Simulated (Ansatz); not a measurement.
**The stack of W2CF2 MXene under 2H-MoS2, upper layer turned by 180° between two gates**

Aim: screening and gap of the neutral stack of W2CF2 MXene under 2H-MoS2, upper layer turned by 180° between oppositely charged gates.

Main program and level: Ansatz 0.2.0; plane-wave DFT, PBE-D3(BJ), Ansatz PAW.

### 1. The structure

The cell holds 8 atoms: 2 F, 2 W, 1 C, 2 S and 1 Mo. Cell: a = 3.153 Å, b = 3.153 Å, c = 51.830 Å, α = 90.0°, β = 90.0°, γ = 120.0°. Regions: layer 1: W2CF2 MXene, 5 atoms (2 F, 2 W and 1 C); layer 2: 2H-MoS2, 3 atoms (2 S and 1 Mo). Vacuum lies along c.

### 2. Relaxation

The starting cell is a guess, so the in-plane lattice and the atoms are relaxed first, with the slab cut off from its images along the normal.

File input.yaml:

```yaml
crystal:
  lattice:
    - [3.152704, 0.0, 0.0]
    - [-1.576352, 2.7303217546, 0.0]
    - [0.0, 0.0, 51.8301926634]
  atoms:
    - { symbol: F, position: [0.3333333333, 0.6666666667, 0.3993811124] }
    - { symbol: W, position: [0.6666666667, 0.3333333333, 0.4172393276] }
    - { symbol: C, position: [0.0, 0.0, 0.4410324617] }
    - { symbol: W, position: [0.3333333333, 0.6666666667, 0.4648255959] }
    - { symbol: F, position: [0.6666666667, 0.3333333333, 0.4826838111] }
    - { symbol: S, position: [0.0, 0.0, 0.5376710657] }
    - { symbol: Mo, position: [0.3333333333, 0.6666666667, 0.5691449767] }
    - { symbol: S, position: [0.0, 0.0, 0.6006188876] }
  periodic: [true, true, false]
kpoints:
  mp_grid: { grid: [12, 12, 1] }
hamiltonian:
  xc: pbe
  dispersion: d3bj
scf:
  occupations: { method: fermi_dirac, width: 0.05 }
  convergence: { dr2_threshold: 1.0e-09 }
relax:
  f_tol: 0.004
  max_steps: 90
  cell: {}
output:
  write_potential: true
  write_density: true
  volumetric_format: npy
```

The run is started by

```console
ansatz run input.yaml --threads 4 --pin off --max-ram 6144MiB --backend cpu --events-out ev --progress --plain --runs-dir out
```

Numbers of over 12 decimals in the logs are rounded to 6 here.

What it wrote:

```text
Warning: relax.cell: scf.convergence.dr2_threshold = 1e-9 eV is looser than the 1.91665992667e-10 eV advised for a relaxation that steers and ends on the stress (1e-10 eV for each atom of the cell: 8, times the square of relax.cell.stress_2d_tol = 0.05 N/m over 20.4 Å (the atoms' height at the walk's start and 5 Å past either face), 2.447e-2 GPa, over a crystal's default 0.05). What an SCF threshold leaves in a stress goes as its square root, and in the free energy as the threshold itself, and one threshold admits the most on a small cell: [figures from the program's tests cut] Set scf.convergence.dr2_threshold to 1.91665992667e-10 eV or tighter. [rest of the remark cut]
Engine: ansatz 0.2.0, x86_64-unknown-linux-gnu
Pseudopotentials: kind: paw
Pseudopotential: F, paw, valence charge 7, recommended cutoff 420 eV (normal), F.paw.azcp
Pseudopotential: W, paw, valence charge 14, recommended cutoff 420 eV (normal), W.paw.azcp
Pseudopotential: C, paw, valence charge 4, recommended cutoff 420 eV (normal), C.paw.azcp
Pseudopotential: S, paw, valence charge 6, recommended cutoff 420 eV (normal), S.paw.azcp
Pseudopotential: Mo, paw, valence charge 14, recommended cutoff 420 eV (normal), Mo.paw.azcp
Functional definition: PBE
  parameter kappa = 0.804
  parameter beta = 0.066725
  exchange = pbe_x(kappa = kappa, mu = beta*pi^2/3)
  correlation = pbe_c(beta = beta)
Crystal: 8 atoms, lattice volume = 446.149 Å³
Basis set: ecut = 420 eV, 8633 PW (Γ), exchange–correlation on 48×48×720 points (8 copies of the dense FFT grid, shifted against one another)
Bands: 44, of which v1, the nominal top of the filled ones, is band 36 counted from 1 (35 counted from 0)
Symmetry: 6 space group operations
Space group: P3m1 (ITA 156), of the structure as read, at distance tolerance 7.6e-5 Å
k-points: 19 of 144 (time reversal used)
Non-local potential: F, projectors of the file, l = 0: 2, l = 1: 2, l = 2: 1
Non-local potential: W, projectors of the file, l = 0: 3, l = 1: 2, l = 2: 2, l = 3: 1
Non-local potential: C, projectors of the file, l = 0: 2, l = 1: 2, l = 2: 1
Non-local potential: S, projectors of the file, l = 0: 2, l = 1: 2, l = 2: 2
Non-local potential: Mo, projectors of the file, l = 0: 3, l = 1: 2, l = 2: 2, l = 3: 1
PAW form: soft (Blöchl's): semilocal exchange-correlation on the pseudo side does not see the compensation charge
PAW one-centre angular grid: F, 110 points (default); XC on 64 Gauss nodes
PAW one-centre angular grid: W, 590 points (default); XC on 64 Gauss nodes
PAW one-centre angular grid: C, 110 points (default); XC on 64 Gauss nodes
PAW one-centre angular grid: S, 110 points (default); XC on 64 Gauss nodes
PAW one-centre angular grid: Mo, 590 points (default); XC on 64 Gauss nodes
Initial density: superposition of atomic densities (neutral atoms: chi_scale 0, normalization atom), corrected by the library's trained network
Initial wavefunctions: pseudopotential atomic-orbital guess
Functional: x = pbe(κ = 0.804, μ = 0.219515), c = pbe(β = 0.066725)
SCF iter   1: F=—  HF=-29396.888625 eV  |F-HF|=—  |Δ(HF+E_count)|=         —  Δρ=5.84e-3  dr2=6.08e-1  ethr=1.77e-3  ⟨swp⟩=15.4  Hψ=5877  notcnv=0
preconditioner: auto → LDOS  [metal: Δε(μ)=0.003 eV  Ē_g=8.094 eV  σ=0.050 eV  W_gap=0.01  n_scr=32 (ndim 8)  ℏωp=11.7 eV  f_vac=0.736  D(μ)=5.70/eV (n_scr^D=24)  β→1.0]
SCF iter   2: F=—  HF=-29396.877413 eV  |F-HF|=—  |Δ(HF+E_count)|=   1.12e-2  Δρ=6.89e-3  dr2=4.60e0  ethr=8.45e-4  ⟨swp⟩=4.2  Hψ=1901  notcnv=0  defer=3  recentre
SCF iter   3: F=—  HF=-29396.839430 eV  |F-HF|=—  |Δ(HF+E_count)|=   3.80e-2  Δρ=2.83e-3  dr2=3.59e-1  ethr=8.45e-4  ⟨swp⟩=3.6  Hψ=1404  notcnv=0
SCF iter   4: F=—  HF=-29396.851154 eV  |F-HF|=—  |Δ(HF+E_count)|=   1.17e-2  Δρ=3.85e-3  dr2=4.54e-1  ethr=4.99e-4  ⟨swp⟩=4.1  Hψ=1740  notcnv=0
SCF iter   5: F=—  HF=-29396.812996 eV  |F-HF|=—  |Δ(HF+E_count)|=   3.82e-2  Δρ=1.28e-3  dr2=1.73e-1  ethr=4.99e-4  ⟨swp⟩=3.9  Hψ=1445  notcnv=0
SCF iter   6: F=—  HF=-29396.806009 eV  |F-HF|=—  |Δ(HF+E_count)|=   6.99e-3  Δρ=6.01e-4  dr2=3.26e-3  ethr=2.40e-4  ⟨swp⟩=2.3  Hψ=966  notcnv=0
SCF iter   7: F=—  HF=-29396.808663 eV  |F-HF|=—  |Δ(HF+E_count)|=   2.65e-3  Δρ=6.35e-4  dr2=7.10e-2  ethr=4.52e-6  ⟨swp⟩=3.4  Hψ=1996  notcnv=0  defer=2
SCF iter   8: F=—  HF=-29396.807945 eV  |F-HF|=—  |Δ(HF+E_count)|=   7.18e-4  Δρ=3.24e-4  dr2=1.76e-2  ethr=4.52e-6  ⟨swp⟩=3.0  Hψ=1498  notcnv=0
SCF iter   9: F=—  HF=-29396.807711 eV  |F-HF|=—  |Δ(HF+E_count)|=   2.34e-4  Δρ=1.92e-4  dr2=6.01e-3  ethr=4.52e-6  ⟨swp⟩=1.4  Hψ=1001  notcnv=0
SCF iter  10: F=—  HF=-29396.807586 eV  |F-HF|=—  |Δ(HF+E_count)|=   1.25e-4  Δρ=4.34e-5  dr2=1.74e-4  ethr=4.52e-6  ⟨swp⟩=1.4  Hψ=949  notcnv=0
SCF iter  11: F=—  HF=-29396.807602 eV  |F-HF|=—  |Δ(HF+E_count)|=   1.58e-5  Δρ=2.50e-5  dr2=1.16e-5  ethr=2.41e-7  ⟨swp⟩=2.4  Hψ=1243  notcnv=0
SCF iter  12: F=—  HF=-29396.807589 eV  |F-HF|=—  |Δ(HF+E_count)|=   1.32e-5  Δρ=1.67e-5  dr2=6.20e-6  ethr=1.61e-8  ⟨swp⟩=2.8  Hψ=1536  notcnv=0
SCF iter  13: F=—  HF=-29396.807411 eV  |F-HF|=—  |Δ(HF+E_count)|=   1.78e-4  Δρ=1.13e-5  dr2=1.56e-5  ethr=8.61e-9  ⟨swp⟩=3.2  Hψ=1707  notcnv=0  recentre
SCF iter  14: F=—  HF=-29396.807410 eV  |F-HF|=—  |Δ(HF+E_count)|=   3.56e-7  Δρ=6.28e-6  dr2=1.11e-6  ethr=8.61e-9  ⟨swp⟩=2.3  Hψ=1145  notcnv=0
SCF iter  15: F=—  HF=-29396.807411 eV  |F-HF|=—  |Δ(HF+E_count)|=   2.35e-7  Δρ=4.31e-6  dr2=2.56e-7  ethr=1.54e-9  ⟨swp⟩=3.1  Hψ=1357  notcnv=0
SCF iter  16: F=—  HF=-29396.807411 eV  |F-HF|=—  |Δ(HF+E_count)|=   2.46e-8  Δρ=1.64e-6  dr2=2.36e-8  ethr=3.55e-10  ⟨swp⟩=3.2  Hψ=1532  notcnv=0
SCF iter  17: F=—  HF=-29396.807411 eV  |F-HF|=—  |Δ(HF+E_count)|=   5.58e-9  Δρ=9.85e-7  dr2=1.16e-8  ethr=3.28e-11  ⟨swp⟩=3.1  Hψ=1914  notcnv=0
SCF iter  18: F=—  HF=-29396.807411 eV  |F-HF|=—  |Δ(HF+E_count)|=   9.98e-9  Δρ=4.83e-7  dr2=1.76e-9  ethr=1.61e-11  ⟨swp⟩=3.1  Hψ=1311  notcnv=0
SCF iter  19: F=-29396.807411 eV  HF=-29396.807411 eV  |F-HF|=3.29e-9  |Δ(HF+E_count)|=   4.42e-9  Δρ=1.81e-7  dr2=5.06e-10  ethr=1.39e-12  ⟨swp⟩=13.3  Hψ=7493  notcnv=0
SCF 1 converged in 19 iterations: F = -29396.807411 eV  dr2 = 5.06e-10
  greatest PAW one-centre occupation: 0.999 electrons in one spin orbital (limit 2), on the W atom at site 3 (counted from 0), in its partial waves of l = 0
relax step   1: F+E_penalty+E_count = -29396.80741052 eV  Δ(F+E_penalty+E_count) = +0.000e0 eV  max|allowed force component| = 7.539e0 eV/Å  Δτ_max = 0.0000 Å  P = +12.008 N/m  Ω = 446.149 Å³  fix = [c, alpha, beta]  reactions: c +0.000 N/m  (19 SCF iters, accepted)
Crystal: 8 atoms, lattice volume = 448.292 Å³
[...]
relax step   5: F+E_penalty+E_count = -29400.51814185 eV  Δ(F+E_penalty+E_count) = -2.085e-2 eV  max|allowed force component| = 1.903e-1 eV/Å  Δτ_max = 0.0206 Å  P = +0.554 N/m  Ω = 472.227 Å³  energy of the carried Pulay correction = -1.069e-2 eV  fix = [c, alpha, beta]  reactions: c +0.000 N/m  (11 SCF iters, accepted)
relax step   6: F+E_penalty+E_count = -29400.51980132 eV  Δ(F+E_penalty+E_count) = -1.659e-3 eV  max|allowed force component| = 8.827e-2 eV/Å  Δτ_max = 0.0200 Å  P = -0.181 N/m  Ω = 472.652 Å³  energy of the carried Pulay correction = -1.085e-2 eV  fix = [c, alpha, beta]  reactions: c -0.000 N/m  (11 SCF iters, accepted)
relax step   7: F+E_penalty+E_count = -29400.52012748 eV  Δ(F+E_penalty+E_count) = -3.262e-4 eV  max|allowed force component| = 1.479e-2 eV/Å  Δτ_max = 0.0068 Å  P = -0.090 N/m  Ω = 472.781 Å³  energy of the carried Pulay correction = -1.091e-2 eV  fix = [c, alpha, beta]  reactions: c -0.000 N/m  (9 SCF iters, accepted)
relax step   8: F+E_penalty+E_count = -29400.52026560 eV  Δ(F+E_penalty+E_count) = -1.381e-4 eV  max|allowed force component| = 1.890e-3 eV/Å  Δτ_max = 0.0027 Å  P = -0.008 N/m  Ω = 472.565 Å³  energy of the carried Pulay correction = -1.082e-2 eV  fix = [c, alpha, beta]  reactions: c -0.000 N/m  (9 SCF iters, accepted)
relax step   9: F+E_penalty+E_count = -29400.53795865 eV  Δ(F+E_penalty+E_count) = -1.769e-2 eV  max|allowed force component| = 2.068e-3 eV/Å  Δτ_max = 0.0000 Å  P = +0.420 N/m  Ω = 472.565 Å³  fix = [c, alpha, beta]  reactions: c +0.000 N/m  stress off target by 4.20e-1 N/m on what of the cell is left free  SCF on the basis re-selected at this cell (its energy is not comparable with the rows above)  (8 SCF iters)
relax step  10: F+E_penalty+E_count = -29400.53781090 eV  Δ(F+E_penalty+E_count) = +1.478e-4 eV  max|allowed force component| = 3.077e-3 eV/Å  Δτ_max = 0.0044 Å  P = +0.007 N/m  Ω = 473.406 Å³  energy of the carried Pulay correction = -3.685e-4 eV  fix = [c, alpha, beta]  reactions: c +0.000 N/m  (10 SCF iters, accepted)
iter 1 solved again at ethr=2.87e-7 eV; its pass at ethr=3.10e-3 eV (dr2=2.07e-4 eV) is discarded
SCF iter   1: F=—  HF=-29400.538066 eV  |F-HF|=—  |Δ(HF+E_count)|=         —  Δρ=1.68e-5  dr2=5.22e-8  ethr=2.87e-7  ⟨swp⟩=6.8  Hψ=10254  notcnv=0
eigensolver tolerance schedule: the retry pair's looser diagonalisation over-reported the residual by 3954.74 of it (diagonalisation noise at 0.58 of the residual, at the tolerance the schedule requests for it); recorded, not acted on — ethr = c·dr2/N_el stays at c = 1.0e-1
preconditioner: auto → LDOS  [insulator: Δε(μ)=0.146 eV  Ē_g=7.859 eV  σ=0.050 eV  W_gap=0.50  n_scr=32 (ndim 8)  ℏωp=11.3 eV  f_vac=0.744  D(μ)=1.34/eV (n_scr^D=10)  ε∞_Penn≈3.1  β→1.0]
SCF iter   2: F=—  HF=-29400.538177 eV  |F-HF|=—  |Δ(HF+E_count)|=   1.11e-4  Δρ=2.29e-6  dr2=3.40e-8  ethr=7.25e-11  ⟨swp⟩=7.1  Hψ=3914  notcnv=0
SCF iter   3: F=—  HF=-29400.538175 eV  |F-HF|=—  |Δ(HF+E_count)|=   2.34e-6  Δρ=2.36e-6  dr2=1.49e-7  ethr=4.72e-11  ⟨swp⟩=3.9  Hψ=1797  notcnv=0  recentre
SCF iter   4: F=—  HF=-29400.538175 eV  |F-HF|=—  |Δ(HF+E_count)|=   4.63e-7  Δρ=1.12e-6  dr2=3.44e-8  ethr=4.72e-11  ⟨swp⟩=3.6  Hψ=1319  notcnv=0
SCF iter   5: F=-29400.538177 eV  HF=-29400.538175 eV  |F-HF|=1.63e-6  |Δ(HF+E_count)|=   2.49e-7  Δρ=4.95e-7  dr2=8.69e-10  ethr=1.39e-12  ⟨swp⟩=17.5  Hψ=9200  notcnv=0
SCF 11 converged in 5 iterations: F = -29400.538177 eV  dr2 = 8.69e-10
relax step  11: F+E_penalty+E_count = -29400.53817685 eV  Δ(F+E_penalty+E_count) = -3.660e-4 eV  max|allowed force component| = 3.106e-3 eV/Å  Δτ_max = 0.0000 Å  P = +0.010 N/m  Ω = 473.406 Å³  fix = [c, alpha, beta]  reactions: c +0.000 N/m  stress off target by 9.71e-3 N/m on what of the cell is left free  SCF on the basis re-selected at this cell (its energy is not comparable with the rows above)  (5 SCF iters)
basis re-selected at this cell: Δ(F+E_penalty+E_count) = -3.660e-4 eV, ΔP = +0.002 N/m vs the last step (what re-selecting the basis moved, of the pressure what is left beyond the Pulay correction that the steps carried, after the strain that the cell walked since its last selection, with what the two solves' SCF thresholds leave and, on support functions, any second-order correction that the steps lacked; it is no m [...]
WARN: The output density's exchange-correlation potential varies sharply where the density is thin. Do not read a vacuum level from v_tot or v_xc, or from such a field of the output density. On a cell that repeats whose density bears no net charge and no dipole along the vacuum's axis use v_es (v_loc + v_h of the components); under efield.dipole_correction with no amplitude use v_es + v_field, which holds any externa [...]
SCF converged after 5 iterations
Free energy (F): -29400.538177 eV
Harris-Foulkes:  -29400.538175 eV  (|F-HF|=1.63e-6)
Internal energy: -29400.526410 eV  (E = F + TS)
E sigma→0 (E₀):  -29400.532293 eV
Entropy (-TS):   -0.011767 eV (-1.471 meV/atom)
Fermi energy:    -4.431391 eV
--- Per-component energies (eV) ---
  E_band       = -1824.965288
  E_kinetic    = 2064.667085
  E_local      = -471304.262035  (includes V_loc(G=0)·N_el)
  E_nonlocal   = 377.102922
  E_hartree    = 234363.472983
  E_xc         = -1119.784224
  E_vxc        = -1146.366804  (∫ρ·V_xc dr)
  E_paw        = -22027.513303  (= ΣΔE_a)
  E_vpaw       = -543.062244  (= ΣTr[D̂ρ^β])
  E_aug_tail   = 0.004021  (compensation charges beyond the density's cutoff)
  E_ewald      = 228247.993626
  E_disp       = -2.207485  (pairwise vdW)
  E_smearing   = -0.011767  (= −TS)
  E_closure    = 0.000000  (closes the sum)
  Σ components = -29400.538177   (vs F -29400.538177, Δ=0.00e0)
--- Forces (eV/Å), atoms counted from 1 ---
  atom   1  F      0.00000000     0.00000000     0.00015819
  atom   2  W     -0.00000000    -0.00000000     0.00310470
  atom   3  C      0.00000000     0.00000000    -0.00045976
  atom   4  W      0.00000000     0.00000000    -0.00106946
  atom   5  F      0.00000000    -0.00000000    -0.00115195
  atom   6  S      0.00000000     0.00000000     0.00131861
  atom   7  Mo     0.00000000     0.00000000    -0.00219536
  atom   8  S     -0.00000000     0.00000000     0.00028317
  max |Σ_I F_I| component: 1.19e-5 eV/Å
--- 2D stress c σ (N/m, compression-positive) ---
        0.009713      -0.000000      -0.000000
       -0.000000       0.009713      -0.000000
       -0.000000      -0.000000       0.000000
  P = ½ c Tr σ = 0.0097 N/m
--- Band table (eV; the first three rows and the last of 19) ---
  k-point 0: bands = [... 32 lower, -7.5073, -7.3217, -5.6286, -5.0157, -4.5118, -3.6606, -3.6606, -3.2241, ... 4 higher]
  k-point 1: bands = [... 32 lower, -7.6575, -6.9530, -5.6876, -5.0059, -4.2652, -3.8005, -3.6569, -3.3398, ... 4 higher]
  k-point 2: bands = [... 32 lower, -7.3490, -6.8267, -5.9725, -5.1116, -4.1827, -3.6255, -3.6156, -3.4159, ... 4 higher]
  k-point 18: bands = [... 32 lower, -6.8050, -6.6024, -6.5722, -5.9027, -4.4460, -3.3021, -3.2709, -2.6096, ... 4 higher]
  the weakly bound empty levels are not read free of the cell's end (no_gap_told)
--- Relaxed structure (9 steps of the walk, 9 accepted, 2 SCFs on fresh bases) ---
  F+E_penalty+E_count = -29400.53817685 eV   max|allowed force component| = 3.106e-3 eV/Å   (the final SCF, on the basis selected at the relaxed cell)
  cell:  # Å, volume = 473.4061 Å³
    - [3.247582, 3.511205150617999e-18, 0]
    - [-1.623791, 2.812489, 0]
    - [0, 0, 51.8301926634]
  atoms:
    - { symbol: F, position: [0.333333, 0.666667, 0.398122] }
    - { symbol: W, position: [0.666667, 0.333333, 0.424633] }
    - { symbol: C, position: [-1.5562258565815194e-17, -2.2551405187692098e-17, 0.442644] }
    - { symbol: W, position: [0.333333, 0.666667, 0.460783] }
    - { symbol: F, position: [0.666667, 0.333333, 0.486731] }
    - { symbol: S, position: [-1.97215574912436e-17, -2.255140518769823e-17, 0.537004] }
    - { symbol: Mo, position: [0.333333, 0.666667, 0.566520] }
    - { symbol: S, position: [-2.663935100658601e-17, -2.255140518769823e-17, 0.596161] }
```

Run time: 1.7 min. Hardware: 4 threads of Intel Xeon Platinum 8488C (Sapphire Rapids), shared host; peak memory 1.1 GiB; 6.7 min of CPU time.

This run has no spin polarisation, although Mo can carry a moment.

Relaxation path:

| step | energy less that of the first step (eV) | largest force component (eV/Å) | volume (Å³) |
| --- | --- | --- | --- |
| 1 | 0.0000 | 7.5393 | 446.15 |
| 2 | -2.8979 | 4.7573 | 448.29 |
| 3 | -3.1357 | 5.4365 | 454.62 |
| 4 | -3.6899 | 0.9181 | 468.91 |
| 5 | -3.7107 | 0.1903 | 472.23 |
| 6 | -3.7124 | 0.0883 | 472.65 |
| 7 | -3.7127 | 0.0148 | 472.78 |
| 8 | -3.7129 | 0.0019 | 472.56 |
| 9* | -3.7305 | 0.0021 | 472.56 |
| 10 | -3.7304 | 0.0031 | 473.41 |
| 11* | -3.7308 | 0.0031 | 473.41 |

Relaxation steps marked * repeat the geometry before them on a plane-wave basis chosen anew for their cell, so energy and pressure can jump there.

The run keeps the 6 symmetry operations that it works with, so distortions that break them were not tested.

| cell as run | before | after | change |
| --- | --- | --- | --- |
| a (Å) | 3.153 | 3.248 | +3.0 % |
| b (Å) | 3.153 | 3.248 | +3.0 % |

The atoms that moved most (Å, along periodic axes as changes of fractional coordinates times the final cell, across vacuum about the mean position):

| atom | dx | dy | dz | length |
| --- | --- | --- | --- | --- |
| W2 | 0.000 | 0.000 | 0.383 | 0.383 |
| S8 | 0.000 | 0.000 | -0.231 | 0.231 |
| F5 | 0.000 | 0.000 | 0.210 | 0.210 |
| W4 | 0.000 | 0.000 | -0.210 | 0.210 |
| Mo7 | 0.000 | 0.000 | -0.136 | 0.136 |
| C3 | 0.000 | 0.000 | 0.084 | 0.084 |
| F1 | 0.000 | 0.000 | -0.065 | 0.065 |
| S6 | 0.000 | 0.000 | -0.035 | 0.035 |

Numbers from this step:

- energy at zero smearing: -29400.5323 eV

The lattice constant a goes from 3.153 to 3.248 Å.

(Part 1 of 3 ends here.)

[Logs are printed without paths, hosts, clocks, repeated set-up lines and the standing remarks that a program may print on its own settings, such as how far it seeks lower states.]

[Hosts, paths, dates, database ids (printed as entryN), source tags and the programs' standing remarks are cut or masked in the printed files.]

[Maps of the electrostatic potential energy from Ansatz leave out the sawtooth potential of an applied field or a dipole correction, so their vacuum need not be flat; planar profiles and work functions include it.]
